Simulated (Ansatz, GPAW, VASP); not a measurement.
## One calculation of BN, 3 ways

```xyz
2
Lattice="0.0000 1.8130 1.8130 1.8130 0.0000 1.8130 1.8130 1.8130 0.0000" Properties=species:S:1:pos:R:3 pbc="T T T"
N     0.9065    0.9065    0.9065
B     0.0000    0.0000    0.0000
```

The cell is a database's computed one, not the measured one.

Alike in all runs: task single point; functional PBE; k mesh 13 × 13 × 13; occupations gaussian, width 0.026 eV; no spin polarisation; no spin-orbit coupling. Pressure is positive in compression and, in plane waves, holds the error of the finite cutoff.

```csv
program and potentials,plane-wave cutoff (eV),notes,pressure (GPa)
"Ansatz, all-electron LAPW, scalar-relativistic",-,-,-0.41
"GPAW, GPAW PAW data sets (gpaw-data 1.2.1)",800,-,-1.60
"VASP, PBE PAW files B, N, 520 eV",520,-,-0.16
```

The pressure spans -1.60 (GPAW, GPAW PAW data sets (gpaw-data 1.2.1)) to -0.16 GPa (VASP, PBE PAW files B, N, 520 eV), with all-electron results at -0.41.

The functional is the same throughout but for its coding, so the spread measures potentials, basis and numerics; runs on potential files found faulty are left out.

All three runs put this zinc-blende cell under slight tension, so each would contract a little on relaxation. VASP lies closer to the all-electron pressure than GPAW does, although GPAW has the higher cutoff; the nominal cutoff alone therefore doesn't rank the results.

Cubic BN is a demanding test because its short, polar covalent bonds, built from sp3 hybrids, make the lattice exceptionally stiff. A minute change in equilibrium volume then appears as a sizeable pressure, and even the -1.60 GPa from GPAW corresponds to only a very small lattice mismatch. The compact 2p shell of nitrogen, which has no inner p shell to keep it away from the nucleus, also makes the stress sensitive to how the potentials and basis describe the bonding region, probably contributing to the spread.

The results support close agreement on the equilibrium volume, but pressures at a single volume can't establish equal agreement on the bulk modulus.
